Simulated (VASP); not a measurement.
# MnO2 (P-3m1) in VASP: notebook

One crystal, MnO2, is run at these levels: revPBE+D3, r2SCAN; tasks: relaxation of the atoms, single point.

Everything below comes from runs of VASP 6.6.1. Logs are shortened: lines on timing, memory, paths and dates and some standing lists are left out, and cuts for length are marked.

## 1. Starting point

The structure is trigonal, space group P-3m1 (No. 164). The conventional cell has a = 2.857 Å, b = 2.857 Å, c = 4.601 Å, α = 90.00°, β = 90.00°, γ = 120.00°. Mn (site symmetry -3m) is surrounded by 6 O at 1.90 Å. Around O (site symmetry 3m) lie 3 Mn at 1.90 Å.

Measurements of this composition are mostly on another form, of space group No. 136.

## 2. Relaxation of the atoms, revPBE+D3 (atoms moved at random, drawn with an rms of 0.05 Å)

Input file INCAR:

```
PREC = Accurate
ENCUT = 600
EDIFF = 1E-6
ISMEAR = 0
SIGMA = 0.05
LREAL = False
LASPH = True
NELM = 100
ALGO = Normal
ISIF = 2
LWAVE = False
LCHARG = False
GGA = RE
IVDW = 11
IBRION = 2
NSW = 60
EDIFFG = -0.01
```

Input file KPOINTS:

```
Automatic mesh
0
Gamma
  11 11 6
```

Input file POSCAR:

```
MnO2
1.0
    2.8565781804      0.0000000000      0.0000000000
   -1.4282890902      2.4738692722      0.0000000000
    0.0000000000      0.0000000000      4.6013740589
Mn O
1 2
Selective dynamics
Direct
   -0.0282480000     -0.0138430000      0.5050870000  F F F
    0.3461540000      0.6677230000      0.7044410000  T T T
    0.6862270000      0.3347620000      0.3077070000  T T T
```

Potentials or basis: VASP PAW PBE potentials, release 64 (Mn_sv_GW, O_GW).

Command:

```
cat potpaw_PBE.64/Mn_sv_GW/POTCAR potpaw_PBE.64/O_GW/POTCAR > POTCAR
mpirun -np 1 vasp_std > vasp.out
```

OUTCAR:

```text
PREC = Accurate
   ENCUT = 600
   EDIFF = 1E-6
   ISMEAR = 0
   LREAL = False
   LASPH = True
   NELM = 100
   ISIF = 2
   GGA = RE
   IVDW = 11
   IBRION = 2
   NSW = 60
   EDIFFG = -0.01
 IVDW          = 11

 ion  position               nearest neighbor table
   1  0.972  0.986  0.505-   2 1.80   3 1.81   3 1.85   2 1.92   2 1.95   3 1.99
   2  0.346  0.668  0.704-   1 1.80   1 1.92   1 1.95
   3  0.686  0.335  0.308-   1 1.81   1 1.85   1 1.99

  LATTYP: Found a hexagonal cell.
 ALAT       =     2.8565781804
 C/A-ratio  =     1.6107992739

  Lattice vectors:

 A1 = (   2.8565781804,   0.0000000000,   0.0000000000)
 A2 = (  -1.4282890902,   2.4738692722,   0.0000000000)
 A3 = (   0.0000000000,   0.0000000000,   4.6013740589)

Analysis of symmetry for initial positions (statically):
=====================================================================
 Subroutine PRICEL returns:
 Original cell was already a primitive cell.

 Routine SETGRP: Setting up the symmetry group for a
 hexagonal supercell.

 Subroutine GETGRP returns: Found  1 space group operations
 (whereof  1 operations were pure point group operations)
 out of a pool of 24 trial point group operations.

The static configuration has the point symmetry C_1 .

Analysis of symmetry for dynamics (positions and initial velocities):
=====================================================================
 Subroutine PRICEL returns:
 Original cell was already a primitive cell.

 Routine SETGRP: Setting up the symmetry group for a
 hexagonal supercell.

 Subroutine GETGRP returns: Found  1 space group operations
 (whereof  1 operations were pure point group operations)
 out of a pool of 24 trial point group operations.

The dynamic configuration has the point symmetry C_1 .

Analysis of constrained symmetry for selective dynamics:
=====================================================================
 Subroutine PRICEL returns:
 Original cell was already a primitive cell.

 Routine SETGRP: Setting up the symmetry group for a
 hexagonal supercell.

 Subroutine GETGRP returns: Found  1 space group operations
 (whereof  1 operations were pure point group operations)
 out of a pool of 24 trial point group operations.

The constrained configuration has the point symmetry C_1 .

 Subroutine INISYM returns: Found  1 space group operations
 (whereof  1 operations are pure point group operations),
 and found     1 'primitive' translations

----------------------------------------------------------------------------------------

                                     Primitive cell

  volume of cell :      32.5170

  direct lattice vectors                    reciprocal lattice vectors
     2.856578180  0.000000000  0.000000000     0.350069187  0.202112539  0.000000000
    -1.428289090  2.473869272  0.000000000     0.000000000  0.404225078  0.000000000
     0.000000000  0.000000000  4.601374059     0.000000000  0.000000000  0.217326387

  length of vectors
     2.856578180  2.856578180  4.601374059     0.404225078  0.404225078  0.217326387

  position of ions in fractional coordinates (direct lattice)
     0.971752000  0.986157000  0.505087000
     0.346154000  0.667723000  0.704441000
     0.686227000  0.334762000  0.307707000

  ion indices of the primitive-cell ions
   primitive index   ion index
                 1           1
                 2           2
                 3           3

----------------------------------------------------------------------------------------

 KPOINTS: Automatic mesh

Automatic generation of k-mesh.
 Grid dimensions read from file:
 generate k-points for:   11   11    6

 Generating k-lattice:

  Cartesian coordinates                     Fractional coordinates (reciprocal lattice)
     0.031824472  0.018373867  0.000000000     0.090909091  0.000000000  0.000000000
     0.000000000  0.036747734  0.000000000     0.000000000  0.090909091  0.000000000
     0.000000000  0.000000000  0.036221065     0.000000000  0.000000000  0.166666667

  Length of vectors
     0.036747734  0.036747734  0.036221065

  Shift w.r.t. Gamma in fractional coordinates (k-lattice)
     0.000000000  0.000000000  0.000000000

 Subroutine IBZKPT returns following result:
 ===========================================

 Found    364 irreducible k-points:

 Following reciprocal coordinates:
            Coordinates               Weight
  0.000000  0.000000  0.000000      1.000000
  0.090909  0.000000  0.000000      2.000000
  0.000000  0.090909  0.000000      2.000000
 -0.090909  0.090909  0.000000      2.000000
  0.181818  0.000000  0.000000      2.000000
  0.000000  0.181818  0.000000      2.000000
[... 16 lines left out ...]
 -0.181818  0.272727  0.000000      2.000000
  0.090909  0.181818  0.000000      2.000000
 [... further k-points ...]
   k-points           NKPTS =    364   k-points in BZ     NKDIM =    364   number of bands    NBANDS=     17
   number of dos      NEDOS =    301   number of ions     NIONS =      3
   total plane-waves  NPLWV =  23040
   dimension x,y,z NGX =    24 NGY =   24 NGZ =   40
   dimension x,y,z NGXF=    48 NGYF=   48 NGZF=   80
   ions per type =               1   2
   NGX,Y,Z   is equivalent  to a cutoff of  13.97, 13.97, 14.45 a.u.
   NGXF,Y,Z  is equivalent  to a cutoff of  27.93, 27.93, 28.90 a.u.
 SYSTEM =  unknown system
   PREC   = accura    normal or accurate (medium, high low for compatibility)
   ISTART =      0    job   : 0-new  1-cont  2-samecut
   ICHARG =      2    charge: 1-file 2-atom 10-const
   ISPIN  =      1    spin polarized calculation?
   LNONCOLLINEAR =      F non collinear calculations
   LSORBIT =      F    spin-orbit coupling
   LASPH  =      T    aspherical Exc in radial PAW
   ENCUT  =  600.0 eV  44.10 Ry    6.64 a.u.   5.71  5.71  9.19*2*pi/ulx,y,z
   NELM   =    100;   NELMIN=  2; NELMDL= -5     # of ELM steps
   EDIFF  = 0.1E-05   stopping-criterion for ELM
   LREAL  =      F    real-space projection
   EDIFFG = -.1E-01   stopping-criterion for IOM
   NSW    =     60    number of steps for IOM
   IBRION =      2    ionic relax: 0-MD 1-quasi-New 2-CG
   NFREE  =      1    steps in history (QN), initial steepest desc. (CG)
   ISIF   =      2    stress and relaxation
   ISYM   =      2    0-nonsym 1-usesym 2-fastsym
   POTIM  = 0.5000    time-step for ionic-motion
   TEBEG  =    0.0;   TEEND  =   0.0 temperature during run
   PSTRESS=    0.0 pullay stress
   NELECT =      27.0000    total number of electrons
   NUPDOWN=      -1.0000    fix difference up-down
   EMIN   =  10.00;   EMAX   =-10.00  energy-range for DOS
   EFERMI =   0.00;   METHOD = LEGACY
   ISMEAR =     0;   SIGMA  =   0.05  broadening in eV -4-tet -1-fermi 0-gaus
   EFERMI_NEDOS =   21; number of points for ismear=-14 and -15
   IALGO  =     38    algorithm
   IMIX   =      4    mixing-type and parameters
     AMIX     =   0.40;   BMIX     =  1.00
     AMIX_MAG =   1.60;   BMIX_MAG =  1.00
  volume/ion in A,a.u.               =      10.84        73.15
  Fermi-wavevector in a.u.,A,eV,Ry     =   1.538719  2.907757 32.213913  2.367656
  Thomas-Fermi vector in A             =   2.645048
   LORBIT       =      0    0 simple, 1 ext, 2 COOP (PROOUT), +10 PAW based schemes
   GGA     = RE    functional components
   LHFCALC =     F    Hartree Fock is set to
   AEXX    =    0.0000 exact exchange contribution
   IVDW    =    11    specifies the selected vdW correction
   LEPSILON=     F    determine dielectric tensor
   LRPA    =     F    only Hartree local field effects (RPA)
 conjugate gradient relaxation of ions
 non-spin polarized calculation
 Gauss-broadening in eV      SIGMA  =   0.05
  energy-cutoff  :      600.00
  volume of cell :       32.52
 maximum number of plane-waves:      1098
   NGX = 11   NGY = 11   NGZ = 19

--------------------------------------- Ionic step        1  -------------------------------------------

 number of electron      27.0000004 magnetization

 Free energy of the ion-electron system (eV)
  ---------------------------------------------------
  ext. energy  EPLUGINS =         0.00000000
  ---------------------------------------------------
  free energy    TOTEN  =       -23.28354248 eV

  energy without entropy =      -23.27850371  energy(sigma->0) =      -23.28102309

------------------------ aborting loop because EDIFF is reached ----------------------------------------

 Edisp (eV)   -0.53962

 E8    (eV) :    -0.1996

  FORCE on cell =-STRESS in cart. coord.  units (eV):
  Direction    XX          YY          ZZ          XY          YZ          ZX
  --------------------------------------------------------------------------------------
  -------------------------------------------------------------------------------------
  Total       0.16614    -0.25602     0.69357     0.08039    -0.18660    -0.01372
  in kB       8.18627   -12.61444    34.17381     3.96121    -9.19405    -0.67620
  external pressure =        9.92 kB  Pullay stress =        0.00 kB
[... 100 lines left out ...]
  FREE ENERGIE OF THE ION-ELECTRON SYSTEM (eV)
  ---------------------------------------------------
  free  energy   TOTEN  =       -23.8537836576 eV

  energy  without entropy=      -23.8475215334  energy(sigma->0) =      -23.85065260

[... ionic steps 4 to 7 ...]

--------------------------------------- Ionic step        8  -------------------------------------------

 number of electron      27.0000003 magnetization

------------------------ aborting loop because EDIFF is reached ----------------------------------------

 Edisp (eV)   -0.54860

 E8    (eV) :    -0.2036
[... 71 lines left out ...]
  energy  without entropy=      -23.8485333191  energy(sigma->0) =      -23.85156725

--------------------------------------- Ionic step       10  -------------------------------------------

 number of electron      27.0000003 magnetization

 Free energy of the ion-electron system (eV)
  ---------------------------------------------------
  ext. energy  EPLUGINS =         0.00000000
  ---------------------------------------------------
  free energy    TOTEN  =       -23.30597376 eV

  energy without entropy =      -23.29985857  energy(sigma->0) =      -23.30291617

 E-fermi :   3.8570     XC(G=0): -10.6455

 val. band max:        3.8565861241   @ k =   0.0909   0.0909   0.3333
 cond. band min:       3.8581502287   @ k =   0.4545   0.1818  -0.3333
 fundamental gap:      0.0015641046
 Fermi energy:         3.8570122033

 k-point     1 :       0.0000    0.0000    0.0000
  band No.  band energies     occupation
      1     -76.4038      2.00000
      2     -45.0493      2.00000
      3     -45.0102      2.00000
      4     -44.9045      2.00000
      5     -16.3115      2.00000
      6     -14.1659      2.00000
[... 9 lines left out ...]
     16       6.9727      0.00000
     17       7.1054      0.00000
[... 443 lines left out ...]
      1     -76.3946      2.00000
      2     -45.1126      2.00000
      3     -45.0489      2.00000
      4     -44.8913      2.00000
      5     -15.6731      2.00000
      6     -14.3251      2.00000
[... 9 lines left out ...]
     16       6.3726      0.00000
     17       6.7168      0.00000

 [... further k-points ...]

------------------------ aborting loop because EDIFF is reached ----------------------------------------

 Edisp (eV)   -0.54868

 E8    (eV) :    -0.2037

  FORCE on cell =-STRESS in cart. coord.  units (eV):
  Direction    XX          YY          ZZ          XY          YZ          ZX
  --------------------------------------------------------------------------------------
  -------------------------------------------------------------------------------------
  Total      -1.21268    -1.42887    -0.51521     0.12369    -0.00762    -0.00546
  in kB     -59.75099   -70.40317   -25.38520     6.09448    -0.37559    -0.26919
  external pressure =      -51.85 kB  Pullay stress =        0.00 kB
[... 18 lines left out ...]
  FREE ENERGIE OF THE ION-ELECTRON SYSTEM (eV)
  ---------------------------------------------------
  free  energy   TOTEN  =       -23.8546515957 eV

  energy  without entropy=      -23.8485364077  energy(sigma->0) =      -23.85159400

 reached required accuracy - stopping structural energy minimisation
```

It took 20 min on 1 thread of Intel Xeon Platinum 8488C (Sapphire Rapids), shared host; peak memory 0.44 GiB.

What came out:

| Quantity | Value |
| --- | --- |
| Free energy | -23.8547 eV |
| Energy gained by relaxing | 10.5 meV/atom |
| Ionic steps | 10 |
| Pressure after relaxing | -5.2 GPa |
| Band gap on the k mesh | none (metal or under the smearing width) |
| Dispersion energy per atom | -0.183 eV |

Stress tensor (GPa, compression positive):
```
-5.98  0.61 -0.03
 0.61 -7.04 -0.04
-0.03 -0.04 -2.54
```

The path:
```csv
step,energy change (eV),largest force (eV/Å),pressure (GPa)
1,0.0000,0.7685,0.99
2,-0.0293,0.1898,-4.08
3,-0.0306,0.0750,-5.39
4,-0.0306,0.0753,-5.41
5,-0.0309,0.0596,-5.45
6,-0.0313,0.0469,-5.33
7,-0.0313,0.0456,-5.42
8,-0.0314,0.0302,-5.21
9,-0.0314,0.0227,-5.04
10,-0.0315,0.0161,-5.18
```

Final structure:
```
Mn O
1.0
     2.85658    0.00000    0.00000
    -1.42829    2.47387    0.00000
     0.00000    0.00000    4.60137
Mn O
1 2
Direct
  0.97175 0.98616 0.50509
  0.34330 0.66595 0.71170
  0.69387 0.34341 0.29642
```

Levels at points of the mesh, in eV from the Fermi level:
| k point | band 11 | band 12 | band 13 | band 14 | band 15 | band 16 | band 17 |
| --- | --- | --- | --- | --- | --- | --- | --- |
| (0.00, 0.00, 0.00) | -2.32 | -1.81 | -0.61 | -0.53 | 0.73 | 3.12 | 3.25 |
| (0.00, 0.00, 0.50) | -2.42 | -2.34 | -0.63 | -0.56 | 0.90 | 3.15 | 3.30 |

Caveat: the PAW data sets were made with another functional, which shifts forces and pressure a little; an odd number of electrons without spin polarisation forces a metal; a magnetic or distorted state may lie lower; the run has no spin polarisation, though such a crystal can be magnetic; semilocal functionals often make such compounds metallic where correlation or magnetic order opens a gap, which also shifts bond lengths; pairwise dispersion overbinds metals, which lowers pressure and volume.

## 3. Single point, r2SCAN, collinear spin, ferromagnetic start

Input file INCAR:

```
SYSTEM = MnO2
ADDGRID = .False.
ALGO = Normal
EDIFF = 1E-8
ENCUT = 900
ISIF = 2
ISMEAR = 0
ISPIN = 2
LASPH = .True.
LCHARG = .False.
LMAXMIX = 4
LMIXTAU = .True.
LORBIT = 11
LREAL = .False.
LWAVE = .False.
MAGMOM = 4 0 0
METAGGA = R2SCAN
NBANDS = 24
NELM = 100
PREC = Accurate
SIGMA = 0.02
```

Input file KPOINTS:

```
k-points
0
Gamma
  9 9 5
  0 0 0
```

Input file POSCAR:

```
MnO2
1.0
    2.8565781804      0.0000000000      0.0000000000
   -1.4282890902      2.4738692722      0.0000000000
    0.0000000000      0.0000000000      4.6013740589
Mn O
1 2
Direct
    0.0000000000      0.0000000000      0.5000000000
    0.3333333333      0.6666666667      0.7062925700
    0.6666666667      0.3333333333      0.2937074300
```

Potentials or basis: VASP PAW PBE potentials, release 64 (Mn_pv, O).

Command:

```
cat potpaw_PBE.64/Mn_pv/POTCAR potpaw_PBE.64/O/POTCAR > POTCAR
mpirun -np 1 vasp_std > vasp.out
```

Wall time 15 min (1 thread of Intel Xeon Platinum 8375C at 2.90GHz (Ice Lake), shared host); peak memory 0.31 GiB.

It converged, with:

```yaml
Free_energy: -32.5472 eV
Pressure: 0.5 GPa
Largest_force: 0.003 eV/Å
Band_gap_on_the_k_mesh: 1.89 eV, indirect (least direct gap 2.00 eV)
Net_moment: 3.00 μB per cell
Site_moments: Mn +2.93; O +0.01 μB
Valence_electrons_inside_the_program's_atomic_spheres: Mn 11.71; O 5.03
```

Forces on the atoms (eV/Å):
```
Mn   0.000  0.000  0.000
O    0.000  0.000 -0.003
O    0.000  0.000  0.003
```

Stress tensor (GPa, compression positive):
```
0.55 0.00 0.00
0.00 0.55 0.00
0.00 0.00 0.42
```

Levels at points of the mesh, in eV from the valence-band top:
Spin up:
```
           k point  band 12  band 13  band 14  band 15  band 16  band 17
(0.00, 0.00, 0.00)    -1.03    -0.80    -0.49     3.40     3.40     8.12
```
Spin down:
```tsv
k point	band 8	band 9	band 10	band 11	band 12	band 13	band 14	band 15
(0.00, 0.00, 0.00)	-4.79	-1.04	-1.04	-0.64	1.90	1.90	3.50	4.99
```

Caveat: the PAW data sets were made with another functional, which shifts forces and pressure a little; an odd mesh through Γ misses points on the zone boundary, where band edges often lie; a cell with one magnetic atom can't hold antiferromagnetic order, which such compounds often take.

## 4. Single point, r2SCAN, collinear spin, ferromagnetic start

Changes to INCAR since step 3:

```diff
@@ -3,4 +3,4 @@
 ALGO = Normal
-EDIFF = 1E-8
-ENCUT = 900
+EDIFF = 1E-6
+ENCUT = 220
 ISIF = 2
@@ -20,2 +20,2 @@
 PREC = Accurate
-SIGMA = 0.02
+SIGMA = 0.05
```

Input file KPOINTS:

```
k-points
0
Gamma
  3 3 2
  0 0 0
```

POSCAR is that of step 3.

Command:

```
cat potpaw_PBE.64/Mn_pv/POTCAR potpaw_PBE.64/O/POTCAR > POTCAR
mpirun -np 1 vasp_std > vasp.out
```

Run time: 26 s. Hardware: 1 thread of Intel Xeon Platinum 8375C at 2.90GHz (Ice Lake), shared host; peak memory 0.12 GiB.

The run converged, but a check on its numbers failed (symmetry, net force, bounds or a known fault of this set-up), so they aren't taken as properties of the crystal.

Caveat: the k mesh is coarse (spacing up to 0.85 Å⁻¹), so the values aren't converged; the cutoff lies under the usual one of these potentials, so the numbers hold a large basis-set error; a pressure of tens of GPa on the cell as given is suspect, and the run, the potentials or the cell itself is likely at fault; the PAW data sets were made with another functional, which shifts forces and pressure a little; an odd mesh through Γ misses points on the zone boundary, where band edges often lie; a cell with one magnetic atom can't hold antiferromagnetic order, which such compounds often take.

## 5. For comparison

An earlier run on the cell as given: functional PBE; potentials or basis VASP PAW PBE potentials, release 64 (Mn_pv, O); cutoff 520 eV; k mesh 11 × 11 × 6; occupations fermi-dirac, width 0.05 eV; collinear spin, ferromagnetic start; starting moments [4.0, 0.0, 0.0] μB.

* Pressure: 5.8 GPa
* Largest force: 0.310 eV/Å
* Band gap on the k mesh: 0.81 eV, indirect (least direct gap 0.87 eV)
* Net moment: 3.00 μB per cell
* Site moments: Mn +2.83; O +0.04 μB
* Valence electrons inside the program's atomic spheres: Mn 11.75; O 5.00

## 6. Overview

| task | level | potentials or basis | spin | cell | k mesh | cutoff (eV) | smearing | atoms held fixed (from 0) | gap on the mesh (eV) | pressure (GPa) | moment (μB) |
| --- | --- | --- | --- | --- | --- | --- | --- | --- | --- | --- | --- |
| relaxation of the atoms | revPBE+D3 | VASP PAW PBE potentials, release 64 (Mn_sv_GW, O_GW) | off | atoms relaxed from: atoms moved at random, drawn with an rms of 0.05 Å | 11 × 11 × 6 | 600 | gaussian 0.05 eV | [0] | none | -5.2 | - |
| single point | r2SCAN | VASP PAW PBE potentials, release 64 (Mn_pv, O) | collinear, ferromagnetic start | as given | 9 × 9 × 5 | 900 | gaussian 0.02 eV | - | 1.89 | 0.5 | 3.00 |
| single point | PBE | VASP PAW PBE potentials, release 64 (Mn_pv, O) | collinear, ferromagnetic start | as given | 11 × 11 × 6 | 520 | fermi-dirac 0.05 eV | - | 0.81 | 5.8 | 3.00 |

Caveats: the PAW data sets were made with another functional, which shifts forces and pressure a little (some runs); an odd mesh through Γ misses points on the zone boundary, where band edges often lie (some runs); a cell with one magnetic atom can't hold antiferromagnetic order, which such compounds often take (some runs); an odd number of electrons without spin polarisation forces a metal (some runs); a magnetic or distorted state may lie lower (some runs); semilocal functionals often make such compounds metallic where correlation or magnetic order opens a gap, which also shifts bond lengths (some runs); pairwise dispersion overbinds metals, which lowers pressure and volume (some runs).

Absolute energies hang on the potentials; compare differences alone.
